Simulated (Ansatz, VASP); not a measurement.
**One calculation of W, two programs**

Contents of POSCAR:

```
W
1.0
   -1.7250840000      1.7250840000      1.7250840000
    1.7250840000     -1.7250840000      1.7250840000
    1.7250840000      1.7250840000     -1.7250840000
W
1
Direct
    0.0000000000      0.0000000000      0.0000000000
```

File INCAR.step1:

```
SYSTEM = W
ALGO = Normal
EDIFF = 1E-4
ENCUT = 520
GGA = PE
ISMEAR = 0
LASPH = .TRUE.
LCHARG = .FALSE.
LREAL = .FALSE.
LWAVE = .TRUE.
NBANDS = 13
NELM = 100
PREC = Accurate
SIGMA = 0.15
```

INCAR.step2

```
SYSTEM = W
ALGO = Normal
EDIFF = 1E-6
ENCUT = 520
ISIF = 2
ISMEAR = 0
ISTART = 1
LASPH = .TRUE.
LCHARG = .FALSE.
LMIXTAU = .TRUE.
LREAL = .FALSE.
LWAVE = .FALSE.
METAGGA = R2SCAN
NBANDS = 13
NELM = 100
PREC = Accurate
SIGMA = 0.15
```

Contents of KPOINTS:

```
k-points
0
G
  14 14 14
  0 0 0
```

Input for Ansatz:

```yaml
crystal:
  lattice:
    - [-1.725084, 1.725084, 1.725084]
    - [1.725084, -1.725084, 1.725084]
    - [1.725084, 1.725084, -1.725084]
  atoms:
    - { symbol: W, position: [0.0, 0.0, 0.0] }
basis:
  ecutwfc: 500
kpoints:
  mp_grid: { grid: [14, 14, 14] }
hamiltonian:
  xc: r2scan
scf:
  occupations: { method: gaussian, width: 0.15 }
output:
  forces: true
  stress: true
  eigenvalues: true
```

Change from the starting cell: strain +0.080 along x and y, +0.080 along z, atoms carried along.

Alike in both runs: task single point; functional r2SCAN; k mesh 14 × 14 × 14; occupations gaussian, width 0.15 eV; no spin polarisation.

|  | VASP | Ansatz |
| --- | --- | --- |
| version | VASP 6.6.1 | Ansatz 0.2.0 |
| potentials or method | VASP PAW PBE potentials, release 64 (W_sv) | scalar-relativistic, plane waves, PAW |
| plane-wave cutoff (eV) | 520 | 500 |
| valence electrons in the cell | 14 | 14 |

Ansatz gave:

| Item | Value |
| --- | --- |
| gap on the k mesh at the Fermi level (eV) | none |
| pressure (GPa) | -47.4 |

Q: What did VASP give for the same quantities?

A: gap on the k mesh at the Fermi level (eV): none; pressure (GPa): -47.1.

A gap of «none» marks a metal or a gap that the smearing closes.

Caveats: the cell as given lies far from equilibrium; so large a pressure means that the cell lies far from this level's equilibrium, or that cutoff or potentials fall short (VASP); the potentials were made for another functional, which shifts forces and pressure (VASP). Spin-orbit coupling is left out, which matters for the levels of W.
